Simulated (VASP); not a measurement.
# Al2O3 (P-6m2) in VASP: further runs

One crystal, Al2O3, is run at these levels: PBE; tasks: relaxation of cell and atoms.

Everything below comes from runs of VASP 6.6.1. Logs are shortened: lines on timing, memory, paths and dates and some standing lists are left out, and cuts for length are marked.

**1. The crystal as given**

The structure is hexagonal, space group P-6m2 (No. 187). Conventional cell: a = 2.884 Å, b = 2.884 Å, c = 9.337 Å, α = 90.00°, β = 90.00°, γ = 120.00°. Al (site symmetry 3m) has 3 O at 1.80 Å as nearest neighbours. Around O (site symmetry 3m) lie 3 Al at 1.80 Å. O (site symmetry -6m2) is surrounded by 6 Al at 2.18 Å.

Measurements of this composition are mostly on another form, of space group No. 167.

**2. Relaxation of cell and atoms, PBE, target pressure 10 GPa, at which the enthalpy is minimised**

Input file INCAR:

```
SYSTEM = Al2O3
ALGO = Normal ; EDIFF = 1E-7
EDIFFG = -0.01 ; ENCUT = 600
GGA = PE ; IBRION = 2
ISIF = 3 ; ISMEAR = -1
LASPH = .TRUE. ; LCHARG = .FALSE.
LREAL = .FALSE. ; LWAVE = .FALSE.
NELM = 80 ; NSW = 60
PREC = Accurate ; PSTRESS = 100
SIGMA = 0.05
```

Input file KPOINTS:

```
k-points
0
G
  8 8 3
  0 0 0
```

Input file POSCAR:

```
Al2O3
1.0
    2.8843249483      0.0000000000      0.0000000000
   -1.4421624742      2.4978986780      0.0000000000
    0.0000000000      0.0000000000      9.3367544600
Al O
2 3
Direct
    0.0000000000      0.0000000000      0.8500076700
    0.0000000000      0.0000000000      0.1499923300
    0.3333333333      0.6666666667      0.7776830800
    0.6666666667      0.3333333333      0.0000000000
    0.3333333333      0.6666666667      0.2223169200
```

Potentials or basis: VASP PAW PBE potentials, release 64 (Al, O).

The run is started by

```
$ cat potpaw_PBE.64/Al/POTCAR potpaw_PBE.64/O/POTCAR > POTCAR
$ mpirun -np 1 vasp_std > vasp.out
```

OUTCAR:

```text
SYSTEM = Al2O3
   EDIFF = 1E-7
   EDIFFG = -0.01
   ENCUT = 600
   GGA = PE
   IBRION = 2
   ISIF = 3
   ISMEAR = -1
   LASPH = .TRUE.
   LREAL = .FALSE.
   NELM = 80
   NSW = 60
   PREC = Accurate
   PSTRESS = 100

 ion  position               nearest neighbor table
   1  0.000  0.000  0.850-   3 1.80   3 1.80   3 1.80   4 2.18   4 2.18   4 2.18   2 2.80
   2  0.000  0.000  0.150-   5 1.80   5 1.80   5 1.80   4 2.18   4 2.18   4 2.18   1 2.80
   3  0.333  0.667  0.778-   1 1.80   1 1.80   1 1.80
   4  0.667  0.333  0.000-   1 2.18   2 2.18   1 2.18   2 2.18   1 2.18   2 2.18
   5  0.333  0.667  0.222-   2 1.80   2 1.80   2 1.80

  LATTYP: Found a hexagonal cell.
 ALAT       =     2.8843249483
 C/A-ratio  =     3.2370674689

  Lattice vectors:

 A1 = (   2.8843249483,   0.0000000000,   0.0000000000)
 A2 = (  -1.4421624742,   2.4978986780,   0.0000000000)
 A3 = (   0.0000000000,   0.0000000000,   9.3367544600)

Analysis of symmetry for initial positions (statically):
=====================================================================
 Subroutine PRICEL returns:
 Original cell was already a primitive cell.

 Routine SETGRP: Setting up the symmetry group for a
 hexagonal supercell.

 Subroutine GETGRP returns: Found 12 space group operations
 (whereof 12 operations were pure point group operations)
 out of a pool of 24 trial point group operations.

The static configuration has the point symmetry D_3h.

Analysis of symmetry for dynamics (positions and initial velocities):
=====================================================================
 Subroutine PRICEL returns:
 Original cell was already a primitive cell.

 Routine SETGRP: Setting up the symmetry group for a
 hexagonal supercell.

 Subroutine GETGRP returns: Found 12 space group operations
 (whereof 12 operations were pure point group operations)
 out of a pool of 24 trial point group operations.

The dynamic configuration has the point symmetry D_3h.

 Subroutine INISYM returns: Found 12 space group operations
 (whereof 12 operations are pure point group operations),
 and found     1 'primitive' translations

----------------------------------------------------------------------------------------

                                     Primitive cell

  volume of cell :      67.2690

  direct lattice vectors                    reciprocal lattice vectors
[... 82 lines left out ...]
   ISPIN  =      1    spin polarized calculation?
   LNONCOLLINEAR =      F non collinear calculations
   LSORBIT =      F    spin-orbit coupling
   LASPH  =      T    aspherical Exc in radial PAW
   ENCUT  =  600.0 eV  44.10 Ry    6.64 a.u.   5.76  5.76 18.65*2*pi/ulx,y,z
   NELM   =     80;   NELMIN=  2; NELMDL= -5     # of ELM steps
   EDIFF  = 0.1E-06   stopping-criterion for ELM
   LREAL  =      F    real-space projection
   EDIFFG = -.1E-01   stopping-criterion for IOM
   NSW    =     60    number of steps for IOM
   IBRION =      2    ionic relax: 0-MD 1-quasi-New 2-CG
   NFREE  =      1    steps in history (QN), initial steepest desc. (CG)
   ISIF   =      3    stress and relaxation
   ISYM   =      2    0-nonsym 1-usesym 2-fastsym
   POTIM  = 0.5000    time-step for ionic-motion
   TEBEG  =    0.0;   TEEND  =   0.0 temperature during run
   PSTRESS=  100.0 pullay stress
   NELECT =      24.0000    total number of electrons
   NUPDOWN=      -1.0000    fix difference up-down
   EMIN   =  10.00;   EMAX   =-10.00  energy-range for DOS
   EFERMI =   0.00;   METHOD = LEGACY
   ISMEAR =    -1;   SIGMA  =   0.05  broadening in eV -4-tet -1-fermi 0-gaus
   EFERMI_NEDOS =   21; number of points for ismear=-14 and -15
   IALGO  =     38    algorithm
   IMIX   =      4    mixing-type and parameters
     AMIX     =   0.40;   BMIX     =  1.00
     AMIX_MAG =   1.60;   BMIX_MAG =  1.00
  volume/ion in A,a.u.               =      13.45        90.79
  Fermi-wavevector in a.u.,A,eV,Ry     =   1.161111  2.194181 18.343074  1.348178
  Thomas-Fermi vector in A             =   2.297686
   LORBIT       =      0    0 simple, 1 ext, 2 COOP (PROOUT), +10 PAW based schemes
   GGA     = PE    functional components
   LHFCALC =     F    Hartree Fock is set to
   AEXX    =    0.0000 exact exchange contribution
   IVDW    =     0    specifies the selected vdW correction
   LEPSILON=     F    determine dielectric tensor
   LRPA    =     F    only Hartree local field effects (RPA)
 conjugate gradient relaxation of ions
 non-spin polarized calculation
  energy-cutoff  :      600.00
  volume of cell :       67.27
 maximum number of plane-waves:      2252
 NGX is ok and might be reduce to    24
   NGX = 11   NGY = 11   NGZ = 37

--------------------------------------- Ionic step        1  -------------------------------------------

 number of electron      23.9999993 magnetization

 Free energy of the ion-electron system (eV)
  ---------------------------------------------------
  ext. energy  EPLUGINS =         0.00000000
  ---------------------------------------------------
  free energy    TOTEN  =       -36.39408349 eV

  energy without entropy =      -36.39408349  energy(sigma->0) =      -36.39408349

------------------------ aborting loop because EDIFF is reached ----------------------------------------

  FORCE on cell =-STRESS in cart. coord.  units (eV):
  Direction    XX          YY          ZZ          XY          YZ          ZX
  --------------------------------------------------------------------------------------
  -------------------------------------------------------------------------------------
  Total       -0.0156990     -0.0156990     -0.1131946      0.0000000      0.0000000      0.0000000
  in kB       -0.3739112     -0.3739112     -2.6960102      0.0000000      0.0000000      0.0000000
  external PRESSURE =    -101.1479442 kB  Pullay stress =     100.0000000 kB
[... 869 lines left out ...]
      3      -6.2357      2.00000
      4       1.2816      2.00000
      5       2.1791      2.00000
      6       2.8350      2.00000
[... 8 lines left out ...]
     15      20.9507      0.00000
     16      22.4411      0.00000

[... ionic steps 4 to 33 ...]

--------------------------------------- Ionic step       34  -------------------------------------------

 number of electron      24.0000003 magnetization

------------------------ aborting loop because EDIFF is reached ----------------------------------------
[... 77 lines left out ...]
--------------------------------------- Ionic step       36  -------------------------------------------

 number of electron      24.0000003 magnetization

 Free energy of the ion-electron system (eV)
  ---------------------------------------------------
  ext. energy  EPLUGINS =         0.00000000
  ---------------------------------------------------
  free energy    TOTEN  =       -36.23941472 eV

  energy without entropy =      -36.23941472  energy(sigma->0) =      -36.23941472

 E-fermi :   5.9813     XC(G=0): -10.8345

 val. band max:        4.9233374676   @ k =   0.1250  -0.0000   0.0000
 cond. band min:       9.4990768900   @ k =   0.0000   0.0000   0.0000
 fundamental gap:      4.5757394224
 Fermi energy:         5.9812878589
[... 414 lines left out ...]
  energy  without entropy=      -36.2394147198  energy(sigma->0) =      -36.23941472

  enthalpy is  TOTEN    =       -33.2479978548 eV   P V=        2.9914168650

 reached required accuracy - stopping structural energy minimisation
```

OSZICAR:

```text
N       E                     dE             d eps       ncg     rms          rms(c)
DAV:   1     0.146848143274E+03    0.14685E+03   -0.13492E+04   640   0.150E+03
DAV:   2    -0.314263085243E+02   -0.17827E+03   -0.17404E+03   808   0.304E+02
DAV:   3    -0.408214301165E+02   -0.93951E+01   -0.93795E+01   880   0.817E+01
[... 398 lines left out ...]
DAV:   1    -0.362394766747E+02    0.14653E-02   -0.24258E-03   664   0.462E-01    0.531E-02
DAV:   2    -0.362394248084E+02    0.51866E-04   -0.15525E-04   816   0.105E-01    0.183E-02
DAV:   3    -0.362394168667E+02    0.79416E-05   -0.11746E-05   808   0.293E-02    0.745E-03
DAV:   4    -0.362394147134E+02    0.21534E-05   -0.33531E-06   896   0.171E-02    0.194E-03
DAV:   5    -0.362394147198E+02   -0.64565E-08   -0.62182E-07   920   0.737E-03
  36 F= -.33247998E+02 E0= -.33247998E+02  d E =-.914949E-04
```

It took 13 min on 1 thread of Intel Xeon Platinum 8259CL at 2.50GHz (Skylake/Cascade Lake), shared host; peak memory 0.21 GiB.

What came out:

| Item | Value |
| --- | --- |
| Free energy | -36.2394 eV |
| Relaxed volume | 9.59 Å³/atom |
| Relaxed cell | a = 2.837 Å, b = 2.837 Å, c = 6.875 Å, α = 90.00°, β = 90.00°, γ = 120.00° |
| Space group after relaxing (to 0.05 Å) | P-6m2 (No. 187) |
| Energy change on relaxing (the enthalpy is what falls) | +30.9 meV/atom |
| Ionic steps | 36 |
| Pressure after relaxing | 10.0 GPa |
| Largest force after relaxing | 0.009 eV/Å |
| Band gap on the k mesh | 4.58 eV, indirect (least direct gap 4.66 eV) |

Forces on the atoms (eV/Å):
```
Al   0.000  0.000 -0.009
Al   0.000  0.000  0.009
O    0.000  0.000  0.003
O    0.000  0.000  0.000
O    0.000  0.000 -0.003
```

The path:
| step | energy change (eV) | largest force (eV/Å) | pressure (GPa) | volume (Å³) |
| --- | --- | --- | --- | --- |
| 1 | 0.0000 | 0.0097 | -0.11 | 67.27 |
| 2 | 0.4984 | 1.7543 | 22.63 | 59.33 |
| 3 | 0.1184 | 0.8080 | 9.93 | 63.16 |
| 4 | 0.1491 | 0.9670 | 9.96 | 61.92 |
| 5 | 0.1561 | 1.0826 | 9.97 | 61.80 |
| 6 | 0.1525 | 1.0790 | 9.99 | 61.20 |
| 7 | 0.1450 | 1.0817 | 10.18 | 59.40 |
| 8 | 0.1466 | 1.1370 | 11.15 | 55.80 |
| 9 | 0.2862 | 1.4439 | 16.60 | 48.59 |
| 10 | 12.4430 | 21.3541 | 141.09 | 34.15 |
| 11 | 1.5581 | 3.8318 | 36.71 | 48.33 |
| 12 | 2.4037 | 4.3629 | 52.78 | 41.24 |
| 13 | 2.4001 | 4.3330 | 52.76 | 41.20 |
| 14 | 2.3917 | 4.2431 | 52.68 | 41.07 |
| 15 | 2.3856 | 4.0620 | 52.62 | 40.81 |
| 16 | 2.4227 | 3.6915 | 52.91 | 40.29 |
| 17 | 2.3977 | 3.8744 | 52.73 | 40.54 |
| 18 | 2.3722 | 3.8339 | 52.30 | 40.59 |
| 19 | 2.2967 | 3.7138 | 51.06 | 40.74 |
| 20 | 2.1508 | 3.4779 | 48.61 | 41.03 |
| 21 | 1.8789 | 3.0249 | 43.96 | 41.63 |
| 22 | 1.4101 | 2.1872 | 35.46 | 42.82 |
| 23 | 0.7374 | 1.2156 | 21.31 | 45.27 |
| 24 | 0.2312 | 1.3841 | 1.70 | 50.35 |
| 25 | 0.2742 | 1.0445 | 5.94 | 48.99 |
| 26 | 0.2840 | 1.0541 | 6.55 | 48.81 |
| 27 | 0.2478 | 0.9236 | 6.74 | 48.75 |
| 28 | 0.1681 | 0.5124 | 7.31 | 48.57 |
| 29 | 0.1498 | 0.3891 | 8.47 | 48.16 |
| 30 | 0.1349 | 0.1251 | 8.11 | 48.29 |
| 31 | 0.1356 | 0.1502 | 8.14 | 48.27 |
| 32 | 0.1473 | 0.0412 | 9.44 | 48.05 |
| 33 | 0.1516 | 0.0250 | 9.86 | 47.98 |
| 34 | 0.1520 | 0.0280 | 9.89 | 47.97 |
| 35 | 0.1531 | 0.0118 | 9.95 | 47.95 |
| 36 | 0.1547 | 0.0089 | 10.04 | 47.93 |

Final structure:
```cif
data_structure
_symmetry_space_group_name_H-M 'P 1'
_symmetry_Int_Tables_number 1
_cell_length_a 2.8371
_cell_length_b 2.8371
_cell_length_c 6.8754
_cell_angle_alpha 90.000
_cell_angle_beta 90.000
_cell_angle_gamma 120.000
_cell_volume 47.93
loop_
_atom_site_label
_atom_site_type_symbol
_atom_site_fract_x
_atom_site_fract_y
_atom_site_fract_z
_atom_site_occupancy
Al1 Al 0.00000 0.00000 0.79978 1
Al2 Al 0.00000 0.00000 0.20022 1
O1 O 0.33333 0.66667 0.70047 1
O2 O 0.66667 0.33333 0.00000 1
O3 O 0.33333 0.66667 0.29953 1
```

Levels at points of the mesh, in eV from the valence-band top:
```
           k point  band 10  band 11  band 12  band 13  band 14  band 15
(0.00, 0.00, 0.00)    -1.05    -1.05    -0.08     4.58     7.54     8.73
(0.50, 0.00, 0.00)    -1.56    -1.46    -0.87     7.49     8.58     9.06
```

Caveat: the cell is relaxed towards a set pressure, so the enthalpy falls and the energy may rise; the volume moved by over 15 % at a fixed basis, so the end points are rough; an odd mesh through Γ misses points on the zone boundary, where band edges often lie.

**3. Relaxation of cell and atoms, PBE, target pressure 20 GPa, at which the enthalpy is minimised**

INCAR, as its differences from that of step 2:

```diff
@@ -8,3 +8,3 @@
 NELM = 80 ; NSW = 60
-PREC = Accurate ; PSTRESS = 100
+PREC = Accurate ; PSTRESS = 200
 SIGMA = 0.05
```

KPOINTS is that of step 2.

POSCAR is that of step 2.

Potentials or basis: VASP PAW PBE potentials, release 64 (Al, O).

The run is started by

```
$ cat potpaw_PBE.64/Al/POTCAR potpaw_PBE.64/O/POTCAR > POTCAR
$ mpirun -np 1 vasp_std > vasp.out
```

It took 11 min on 1 thread of Intel Xeon Platinum 8259CL at 2.50GHz (Skylake/Cascade Lake), shared host; peak memory 0.22 GiB.

It converged, with:

| Item | Value |
| --- | --- |
| Free energy | -35.9790 eV |
| Relaxed volume | 9.02 Å³/atom |
| Relaxed cell | a = 2.802 Å, b = 2.802 Å, c = 6.631 Å, α = 90.00°, β = 90.00°, γ = 120.00° |
| Space group after relaxing (to 0.05 Å) | P-6m2 (No. 187) |
| Energy change on relaxing (the enthalpy is what falls) | +83.0 meV/atom |
| Ionic steps | 34 |
| Pressure after relaxing | 20.1 GPa |
| Largest force after relaxing | 0.008 eV/Å |
| Band gap on the k mesh | 4.69 eV, indirect (least direct gap 4.76 eV) |

Forces on the atoms (eV/Å):
```
Al   0.000  0.000  0.004
Al   0.000  0.000 -0.004
O    0.000  0.000 -0.008
O    0.000  0.000  0.000
O    0.000  0.000  0.008
```

Stress tensor (GPa, compression positive):
```
20.04  0.00  0.00
 0.00 20.04  0.00
 0.00  0.00 20.15
```

The path:
| step | energy change (eV) | largest force (eV/Å) | pressure (GPa) | volume (Å³) |
| --- | --- | --- | --- | --- |
| 1 | 0.0000 | 0.0097 | -0.11 | 67.27 |
| 2 | 2.2773 | 4.2992 | 60.08 | 52.13 |
| 3 | 0.3792 | 1.5091 | 19.24 | 60.27 |
| 4 | 0.4030 | 1.5610 | 19.94 | 60.07 |
| 5 | 0.5233 | 2.0529 | 20.26 | 57.88 |
| 6 | 0.5180 | 2.0025 | 20.25 | 57.92 |
| 7 | 0.4891 | 1.9688 | 19.98 | 56.94 |
| 8 | 0.4313 | 1.9236 | 19.70 | 53.98 |
| 9 | 0.4494 | 2.0319 | 21.96 | 47.99 |
| 10 | 8.2087 | 17.3130 | 103.04 | 35.80 |
| 11 | 1.4382 | 3.9088 | 38.88 | 47.45 |
| 12 | 1.8591 | 4.0175 | 48.06 | 41.66 |
| 13 | 2.8575 | 3.7330 | 61.13 | 38.74 |
| 14 | 2.0318 | 4.1060 | 50.69 | 41.05 |
| 15 | 2.2112 | 4.0486 | 53.22 | 40.33 |
| 16 | 2.1695 | 3.7157 | 52.29 | 40.20 |
| 17 | 2.1621 | 2.9581 | 50.81 | 39.89 |
| 18 | 2.0431 | 2.7498 | 49.04 | 40.11 |
| 19 | 1.7165 | 2.1481 | 44.03 | 40.77 |
| 20 | 1.1897 | 1.0334 | 35.23 | 42.10 |
| 21 | 0.5633 | 0.9550 | 21.62 | 44.81 |
| 22 | 0.5261 | 1.0593 | 20.46 | 45.09 |
| 23 | 0.4807 | 0.8436 | 19.49 | 45.21 |
| 24 | 0.3825 | 0.1717 | 16.67 | 45.54 |
| 25 | 0.3567 | 0.2077 | 15.38 | 45.69 |
| 26 | 0.3863 | 0.1347 | 17.75 | 45.34 |
| 27 | 0.4190 | 0.0711 | 19.81 | 45.05 |
| 28 | 0.4209 | 0.0678 | 19.92 | 45.03 |
| 29 | 0.4207 | 0.0443 | 19.99 | 45.03 |
| 30 | 0.4206 | 0.0386 | 20.10 | 45.03 |
| 31 | 0.4188 | 0.0243 | 20.05 | 45.05 |
| 32 | 0.4156 | 0.0086 | 19.95 | 45.07 |
| 33 | 0.4153 | 0.0013 | 20.02 | 45.07 |
| 34 | 0.4151 | 0.0080 | 20.07 | 45.08 |

Final structure:
```xyz
5
Lattice="2.8016 0.0000 0.0000 -1.4008 2.4262 0.0000 0.0000 0.0000 6.6315" Properties=species:S:1:pos:R:3 pbc="T T T"
Al    0.0000    0.0000    5.2748
Al    0.0000    0.0000    1.3566
O     0.0000    1.6175    4.5904
O     1.4008    0.8087    0.0000
O     0.0000    1.6175    2.0411
```

Levels at points of the mesh, in eV from the valence-band top:
| k point | band 10 | band 11 | band 12 | band 13 | band 14 | band 15 |
| --- | --- | --- | --- | --- | --- | --- |
| (0.00, 0.00, 0.00) | -1.30 | -1.30 | -0.06 | 4.69 | 7.57 | 9.13 |
| (0.50, 0.00, 0.00) | -1.87 | -1.85 | -0.88 | 7.46 | 8.50 | 9.27 |

Caveat: the cell is relaxed towards a set pressure, so the enthalpy falls and the energy may rise; the volume moved by over 15 % at a fixed basis, so the end points are rough; an odd mesh through Γ misses points on the zone boundary, where band edges often lie.
